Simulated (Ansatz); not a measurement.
## Au(111) / 1 layer Tc(0001) / Au(111): resistance against film thickness

Aim: what a thin film of another metal adds to the resistance, first Au(111) / 1 layer Tc(0001) / Au(111).

Method: Ansatz plane-wave DFT, LDA, PAW files; ballistic transport by layer matching (Landauer), zero bias; PAW set ansatz+soft_1, in Ansatz 0.2.0.

## Step 1: Starting point

The cell holds 9 atoms: 8 Au and 1 Tc. Its edges and angles: a = 2.884 Å, b = 2.884 Å, c = 20.822 Å, α = 90.0°, β = 90.0°, γ = 120.0°. It derives from Au and Tc. Regions: lead, 8 atoms (8 Au); films, 1 atom (1 Tc). The structure is stacked along c, and the current runs across the ab planes.

## Step 2: With 1 layer

The film is laid into the lead at the lead's in-plane lattice, and the cell closes on the lead's own image. The mesh across the current, 30×30, is finer than the density's, because channels open and close sharply across the zone. Energies from -1 to 1 eV in steps of 0.036 eV cover the slope of the Fermi function at 300 K, so the program can form a conductance.

Contents of input.yaml:

```yaml
crystal:
  lattice:
    - [2.8837582304, 0.0, 0.0]
    - [-1.4418791152, 2.4974078859, 0.0]
    - [0.0, 0.0, 20.82184997]
  atoms:
    - { symbol: Au, position: [0.0, 0.0, 0.0565410552] }
    - { symbol: Au, position: [0.3333333333, 0.6666666667, 0.1696231655] }
    - { symbol: Au, position: [0.6666666667, 0.3333333333, 0.2827052758] }
    - { symbol: Au, position: [0.0, 0.0, 0.3957873861] }
    - { symbol: Tc, position: [0.3333333333, 0.6666666667, 0.5] }
    - { symbol: Au, position: [0.6666666667, 0.3333333333, 0.6042126139] }
    - { symbol: Au, position: [0.0, 0.0, 0.7172947242] }
    - { symbol: Au, position: [0.3333333333, 0.6666666667, 0.8303768345] }
    - { symbol: Au, position: [0.6666666667, 0.3333333333, 0.9434589448] }
kpoints:
  mp_grid: { grid: [15, 15, 2] }
hamiltonian:
  xc: lda
  pseudopotentials: { kind: paw, azcp: { Au: "soft_1/Au.paw.azcp" }, xc_functional: pbe }
scf:
  occupations: { method: fermi_dirac, width: 0.1 }
output:
  transmission: { leads: [[0, 1]], kmesh: [30, 30], e_range: [-1.0, 1.0], de: 0.036 }
  write_potential: true
  write_density: true
  volumetric_format: npy
  elf: true
```

The run is started by

```bash
> ansatz run input.yaml --threads 4 --pin off --max-ram 8192MiB --backend cpu --events-out ev --progress --plain --runs-dir out
```

Numbers of over 12 decimals in the logs are rounded to 6 here.

Log:

```text
Engine: ansatz 0.2.0, aarch64-unknown-linux-gnu
Pseudopotentials: kind: paw
Pseudopotential: Au, paw, valence charge 19, recommended cutoff 420 eV (normal), soft_1/Au.paw.azcp
Pseudopotential: Tc, paw, valence charge 15, recommended cutoff 500 eV (normal), Tc.paw.azcp
Functional definition: SPW92
  exchange = slater_x
  correlation = pw_c
Crystal: 9 atoms, lattice volume = 149.957 Å³
Basis set: ecut = 500 eV, 3771 PW (Γ)
Bands: 101, of which v1, the nominal top of the filled ones, is band 84 counted from 1 (83 counted from 0)
Symmetry: 12 space group operations
Space group: P-3m1 (ITA 164), of the structure as read, at distance tolerance 5.3e-5 Å
k-points: 54 of 450
Non-local potential: Au, projectors of the file, l = 0: 3, l = 1: 2, l = 2: 2, l = 3: 1
Non-local potential: Tc, projectors of the file, l = 0: 3, l = 1: 3, l = 2: 2, l = 3: 2
PAW form: soft (Blöchl's): semilocal exchange-correlation on the pseudo side does not see the compensation charge
PAW frozen core: Au, regenerated for the run's functional, and the local potential with it (the file was generated under x = pbe(κ = 0.804, μ = 0.219515), c = pbe(β = 0.066725))
PAW frozen core: Tc, regenerated for the run's functional, and the local potential with it (the file was generated under x = pbe(κ = 0.804, μ = 0.219515), c = pbe(β = 0.066725))
PAW one-centre angular grid: Au, 590 points (default); XC on 64 Gauss nodes
PAW one-centre angular grid: Tc, 590 points (default); XC on 64 Gauss nodes
Initial density: superposition of atomic densities (chi_scale 0.1, normalization cell, long waves of neutral atoms (reshape's long-wave potential 8.11 eV rms, cloud 2.83 Å wide))
Initial wavefunctions: pseudopotential atomic-orbital guess
Functional: x = slater, c = lda
SCF iter   1: F=—  HF=-108244.589582 eV  |F-HF|=—  |Δ(HF+E_count)|=         —  Δρ=2.22e-1  dr2=6.61e2  ethr=3.10e-3  ⟨swp⟩=5.8  Hψ=18313  notcnv=0  defer=127
preconditioner: auto → Kerker (q_TF=auto, 2.778 Å⁻¹)  [metal: Δε(μ)=0.008 eV  Ē_g=9.599 eV  σ=0.100 eV  W_gap=0.02  n_scr=60 (ndim 8)  ℏωp=29.6 eV  f_vac=0.000  D(μ)=7.71/eV (n_scr^D=86)]
SCF iter   2: F=—  HF=-108218.555078 eV  |F-HF|=—  |Δ(HF+E_count)|=    2.60e1  Δρ=9.08e-2  dr2=2.07e2  ethr=3.10e-3  ⟨swp⟩=3.0  Hψ=11453  notcnv=0  defer=341
SCF iter   3: F=—  HF=-108213.801566 eV  |F-HF|=—  |Δ(HF+E_count)|=    4.75e0  Δρ=7.50e-2  dr2=3.51e1  ethr=3.10e-3  ⟨swp⟩=3.0  Hψ=9906  notcnv=0  defer=388
SCF iter   4: F=—  HF=-108211.886445 eV  |F-HF|=—  |Δ(HF+E_count)|=    1.92e0  Δρ=1.83e-2  dr2=3.53e0  ethr=3.10e-3  ⟨swp⟩=2.7  Hψ=9012  notcnv=0  defer=311
SCF iter   5: F=—  HF=-108211.719418 eV  |F-HF|=—  |Δ(HF+E_count)|=   1.67e-1  Δρ=1.12e-2  dr2=4.59e0  ethr=2.11e-3  ⟨swp⟩=1.9  Hψ=6267  notcnv=0  defer=316
SCF iter   6: F=—  HF=-108211.605795 eV  |F-HF|=—  |Δ(HF+E_count)|=   1.14e-1  Δρ=6.80e-3  dr2=1.75e0  ethr=2.11e-3  ⟨swp⟩=1.4  Hψ=5138  notcnv=0  defer=316
SCF iter   7: F=—  HF=-108211.570395 eV  |F-HF|=—  |Δ(HF+E_count)|=   3.54e-2  Δρ=2.09e-3  dr2=2.36e-1  ethr=1.05e-3  ⟨swp⟩=1.0  Hψ=5816  notcnv=0  defer=341
SCF iter   8: F=—  HF=-108211.566706 eV  |F-HF|=—  |Δ(HF+E_count)|=   3.69e-3  Δρ=1.18e-3  dr2=4.36e-2  ethr=1.41e-4  ⟨swp⟩=1.0  Hψ=5575  notcnv=0  defer=337
SCF iter   9: F=—  HF=-108211.565979 eV  |F-HF|=—  |Δ(HF+E_count)|=   7.27e-4  Δρ=2.64e-4  dr2=5.08e-3  ethr=2.61e-5  ⟨swp⟩=1.0  Hψ=5137  notcnv=0  defer=337
SCF iter  10: F=—  HF=-108211.565880 eV  |F-HF|=—  |Δ(HF+E_count)|=   9.95e-5  Δρ=6.45e-5  dr2=1.10e-4  ethr=3.04e-6  ⟨swp⟩=1.0  Hψ=5115  notcnv=0  defer=337
SCF iter  11: F=—  HF=-108211.565860 eV  |F-HF|=—  |Δ(HF+E_count)|=   1.99e-5  Δρ=2.87e-5  dr2=1.10e-5  ethr=6.58e-8  ⟨swp⟩=1.2  Hψ=5146  notcnv=0  defer=337
SCF iter  12: F=—  HF=-108211.565642 eV  |F-HF|=—  |Δ(HF+E_count)|=   2.18e-4  Δρ=8.53e-6  dr2=1.17e-6  ethr=6.60e-9  ⟨swp⟩=1.3  Hψ=5178  notcnv=0  defer=337
SCF iter  13: F=-108211.565641 eV  HF=-108211.565641 eV  |F-HF|=5.90e-8  |Δ(HF+E_count)|=   1.06e-7  Δρ=2.68e-6  dr2=6.53e-8  ethr=5.99e-11  ⟨swp⟩=10.2  Hψ=21853  notcnv=0
SCF 1 converged in 13 iterations: F = -108211.565641 eV  dr2 = 6.53e-8
  greatest PAW one-centre occupation: 1.001 electrons in one spin orbital (limit 2), on the Au atom at site 5 (counted from 0), in its partial waves of l = 0
transmission: 283 of 2821 steps passed
transmission: 570 of 2821 steps passed
[...]
transmission: 2821 of 2821 steps passed
SCF converged after 13 iterations
Free energy (F): -108211.565641 eV
Harris-Foulkes:  -108211.565641 eV  (|F-HF|=5.90e-8)
Internal energy: -108211.432331 eV  (E = F + TS)
E sigma→0 (E₀):  -108211.498986 eV
Entropy (-TS):   -0.133310 eV (-14.812 meV/atom)
Fermi energy:    20.575525 eV
--- Per-component energies (eV) ---
  E_band       = -1764.819324
  E_kinetic    = 5246.983142
  E_local      = -14849.259007  (includes V_loc(G=0)·N_el)
  E_nonlocal   = 1132.919033
  E_hartree    = 6213.048538
  E_xc         = -1951.374448
  E_vxc        = -2385.124016  (∫ρ·V_xc dr)
  E_paw        = -78744.573791  (= ΣΔE_a)
  E_vpaw       = -3336.437134  (= ΣTr[D̂ρ^β])
  E_aug_tail   = 0.000852  (compensation charges beyond the density's cutoff)
  E_ewald      = -25263.870339
  E_core_change = 4.693689  (= ΣΔE_core)
  E_smearing   = -0.133310  (= −TS)
  E_closure    = 0.000000  (closes the sum)
  Σ components = -108211.565641   (vs F -108211.565641, Δ=0.00e0)
--- Band table (eV; the first three rows and the last of 54) ---
  k-point 0: bands = [... 80 lower, 18.2015, 18.2015, 18.5005, 18.5005, 19.1735, 19.3549, 19.6872, 19.6872, ... 13 higher]
  k-point 1: bands = [... 80 lower, 18.2554, 18.2554, 18.4820, 18.4820, 18.5443, 19.6873, 19.6873, 19.8817, ... 13 higher]
  k-point 2: bands = [... 80 lower, 18.1969, 18.2451, 18.5005, 18.5789, 19.3441, 19.7678, 19.7802, 19.9379, ... 13 higher]
  k-point 53: bands = [... 80 lower, 21.1805, 23.0342, 23.0595, 23.0595, 23.2202, 23.2202, 23.4780, 24.0854, ... 13 higher]
--- Transmission ---
  basis      : 73 plane waves across, 31 finite elements along
  points     : 91, standing for a mesh of 30 x 30
  filling    : by the input's occupations and mesh, since the crystals that have channels conduct as metals do. If one of these is a semiconductor, that mesh has misplaced its level
  energies   : 56 from -1.000000 to 0.980000 eV about the Fermi level, 0.036000 eV apart; the leads are filled to 0.000000 eV, and channels, transmission and decay are at 0.008000 eV
  crystal 0  : Au1, at the sites [0, 1], period 2.3546 Å, over 18.84 Å; its Hamiltonian steps by up to 10.9 meV
    offset         : up to 0.0000 Å between an atom of the period and one for which it stands
    filled         : 42.2 meV over the level at which it is neutral
    channels       : 7.966667e-1 a spin
    conductance    : 8.5507e14 S/m² at 300 K; may be off by some 0.0 % by where its bands' edges are placed, 4.2 % from the k-mesh, 0.4 % from the distance to neutral
    slowest decay  : 0.0850 /Å at (0.0667, 0.0000)
  junction   : crystal 0 to crystal 0, 0.70 to 19.17 Å
    transmission   : 4.778765e-1 a spin
    conductance    : 5.1537e14 S/m² at 300 K (4.5139e14 on every other point, 5.1554e14 on every other energy)
    error estimate : 0.0 % from the energy spacing and 0.0 % from band edges of the leads and from resonances (wavevectors taken as independent; lower de), 8.4 % from the k-mesh, 2.1 % from the steps of its leads' Hamiltonians or their offsets (lay more layers), 0.6 % from the distance to neutral
    resistance     : 7.7087e-4 Ω µm² beyond half of each lead's own
```

It took 2.4 min on 4 threads of Arm Neoverse V1, shared host; peak memory 1.1 GiB.

In the SCF lines HF is the Harris–Foulkes energy and dr2 the Hartree energy of the density residual, in eV; the loop may stop once dr2 is under the threshold and the program's other checks hold. Hψ counts applications of the Hamiltonian.

This step gave:

```yaml
free_energy: -108211.5656 eV
energy_at_zero_smearing: -108211.4990 eV
fermi_energy: 20.58 eV
cell_area: 7.202 Å²
step_of_the_lead_s_potential: 10.9 meV
ballistic_conductance_of_the_lead: 8.55e14 S/m²
estimated_errors_of_the_lead_s_conductance: 0, 4.2, 0.4 % (band edges, k-mesh, distance from neutral)
lead_conductance_per_cell: 0.7948 G₀
conductance_of_the_junction: 5.15e14 S/m²
junction_conductance_per_cell: 0.4790 G₀
estimated_errors_of_the_junction_s_conductance: 0, 0, 8.4, 2.1, 0.6 % (energy step, band edges, k-mesh, leads' steps, distance from neutral)
area_resistance_that_the_stack_adds_contact_term_taken_off_spin_by_spin: 0.7709 fΩ m²
```

Per spin. Transmission, zone mean against energy, zero at the Fermi level:

energy (eV), transmission, zone mean and a bar from the least value:
```
   -1.000      0.441 
   -0.964      0.442 
   -0.892      0.453 #
   -0.856      0.460 ##
   -0.784      0.467 ###
   -0.748      0.475 ####
   -0.676      0.489 #####
   -0.640      0.490 #####
   -0.568      0.486 #####
   -0.532      0.489 #####
   -0.460      0.485 #####
   -0.424      0.490 #####
   -0.352      0.487 #####
   -0.316      0.483 #####
   -0.244      0.473 ####
   -0.208      0.477 ####
   -0.136      0.478 ####
   -0.100      0.477 ####
   -0.028      0.474 ####
    0.008      0.478 ####
    0.080      0.494 ######
    0.116      0.503 #######
    0.188      0.511 ########
    0.224      0.518 #########
    0.296      0.528 ##########
    0.332      0.526 #########
    0.404      0.523 #########
    0.440      0.534 ##########
    0.512      0.542 ###########
    0.548      0.550 ############
    0.620      0.570 ##############
    0.656      0.594 #################
    0.728      0.577 ###############
    0.764      0.604 ##################
    0.836      0.696 ############################
    0.872      0.713 ##############################
    0.944      0.706 #############################
    0.980      0.698 ############################
```

Per spin. The open channels, zone mean, lead by energy, zero at the Fermi level:

energy (eV), open channels, zone mean, lead and a bar from the least value:
```
   -1.000      0.657 
   -0.964      0.657 
   -0.892      0.683 ####
   -0.856      0.697 #####
   -0.784      0.710 #######
   -0.748      0.717 ########
   -0.676      0.723 #########
   -0.640      0.723 #########
   -0.568      0.723 #########
   -0.532      0.737 ###########
   -0.460      0.737 ###########
   -0.424      0.750 #############
   -0.352      0.777 ################
   -0.316      0.790 ##################
   -0.244      0.783 #################
   -0.208      0.783 #################
   -0.136      0.783 #################
   -0.100      0.783 #################
   -0.028      0.797 ###################
    0.008      0.797 ###################
    0.080      0.783 #################
    0.116      0.783 #################
    0.188      0.843 #########################
    0.224      0.843 #########################
    0.296      0.837 #########################
    0.332      0.837 #########################
    0.404      0.837 #########################
    0.440      0.837 #########################
    0.512      0.837 #########################
    0.548      0.837 #########################
    0.620      0.837 #########################
    0.656      0.837 #########################
    0.728      0.850 ##########################
    0.764      0.863 ############################
    0.836      0.877 ##############################
    0.872      0.877 ##############################
    0.944      0.873 ##############################
    0.980      0.873 ##############################
```

Transmission over k1 and k2. At 0.0080 eV from the Fermi level.

Ten even steps from '0' (0.00) to '9' (1.00), each cell a mean:
```
889980999992699987000000000005
899991975568569998400000000000
789983983114885899750000000000
433558996201589855335200000000
899899997521368999989950000000
898446787642246787643797100000
698301345542124565310269810000
639521122332101333211137914000
883886432110000001123468918811
899579875320000000124679939987
889977987642000000024689968998
888993998642100000002467895799
833981986532100000001234579648
700170974211222200022222224782
400002995101345531124554200389
800000399623567763124677642389
800000017987899986313589987789
600000000476677898511379987765
600000000014577859730148947765
800000000000799994874447929999
830000000000078999459999908999
885652566525678888855899827988
```
Columns: k1 (b1) from -0.5 to 0.467; rows upwards: k2 (b2) from -0.5 to 0.467.

Open channels over k1 and k2. At 0.0080 eV from the Fermi level.

Ten even steps from '0' (0.00) to '9' (1.00), each cell a mean:
```
999999999999999999900000000079
999999999999999999900000000004
999999999999999999970000000000
999999999999999999999300000000
999999999999999999999960000000
999999999999999999999998100000
999999999999999999999999930000
999999999999999999999999996000
999999999999977799999999999999
999999999999900059999999999999
999999999999900002999999999999
999999999999992000999999999999
999999999999999555999999999999
911199999999999999999999999999
900006999999999999999999999999
900000399999999999999999999999
900000018999999999999999999999
900000000599999999999999999999
900000000039999999999999999999
910000000000999999999999999999
994000000000999999999999999999
999777777777999999999999999999
```
Columns: k1 (b1) from -0.5 to 0.467; rows upwards: k2 (b2) from -0.5 to 0.467.

Electrostatic potential energy in the ca plane at fractional y = 0.667, with atoms of Au and Tc within 0.2 Å of it. With pseudopotentials it is smooth inside the atoms' cores, unlike the true potential.

Values in eV, 5 rows by 16 columns, each cell a mean:
```
  5  22  20  21   2  13  10   4  21  19  18  -1  18   2  13  21
 12  19   6  20  10  17  15  11  16   8  18   9  20  10  17  14
 21   5 -26  10  21  23  22  21  -6 -35  15  21  23  21  21  -9
 22   2 -28   8  22  23  23  22 -11 -38  13  22  23  22  22 -13
 16  15  -7  17  15  20  18  16  10  -8  18  14  21  15  19   6
```
Columns run along c (16.0 Å, from fractional 0.06 to 0.83 of the cell; values clipped at the 3rd and 97th percentile), rows up along a (2.9 Å). Atoms in or near the plane, at fractional coordinates: Au at (0.17, 0.33), Tc at (0.50, 0.33), Au at (0.83, 0.33).

Valence density in the ca plane at fractional y = 0.667, with atoms of Au and Tc within 0.2 Å of it. It is the smooth field of the valence electrons, not physical close to the nuclei.

Values in e/Å³, 5 rows by 16 columns, each cell a mean:
```
 1  0  0  0  1  1  1  1  0  0  0  1  0  1  1  0
 1  0  1  0  1  0  1  1  0  1  0  1  0  1  0  1
 0  2  8  1  0  0  0  0  2  5  1  0  0  0  0  4
 0  2 10  1  0  0  0  0  3  6  1  0  0  0  0  5
 0  1  3  0  1  0  0  1  1  2  0  1  0  1  0  1
```
Columns run along c (16.0 Å, from fractional 0.06 to 0.83 of the cell), rows up along a (2.9 Å). Atoms in or near the plane, at fractional coordinates: Au at (0.17, 0.33), Tc at (0.50, 0.33), Au at (0.83, 0.33).

ELF in the ca plane at fractional y = 0.667, with atoms of Au and Tc within 0.2 Å of it. It is the smooth field of the valence electrons, not physical close to the nuclei.

Ten even steps from '0' (0.11) to '9' (0.76), each cell a mean:
```
43211111111344321234432222222244321234431111
43211111111344321234432222222244321234431111
32112343211233211123322134312233311123321123
21113566421112110112221379831222110012111245
11124697531111000001112684872111000001111257
11124798531111000001112783872111000001111258
11113566421111100011221489841221110011111246
32112344211233211123322135312233211123321124
```
Columns run along c (16.0 Å, from fractional 0.06 to 0.83 of the cell), rows up along a (2.9 Å). Atoms in or near the plane, at fractional coordinates: Au at (0.17, 0.33), Tc at (0.50, 0.33), Au at (0.83, 0.33).

The lead's potential steps by 11 meV from period to period, small in itself. The program estimates the junction's conductance to 8.4 % from the k-mesh, 0.6 % from the leads' distance from neutral and 2.1 % from their steps.

By hand: 1/G − 1/G_lead = 1/0.5154 − 1/0.8551 = 0.771 fΩ m² with G in 10¹⁵ S/m².

[end of part 1 of 3]

[Logs are printed without paths, hosts, clocks, repeated set-up lines and the standing remarks that a program may print on its own settings, such as how far it seeks lower states.]

[Hosts, paths, dates, database ids (printed as entryN), source tags and the programs' standing remarks are cut or masked in the printed files.]
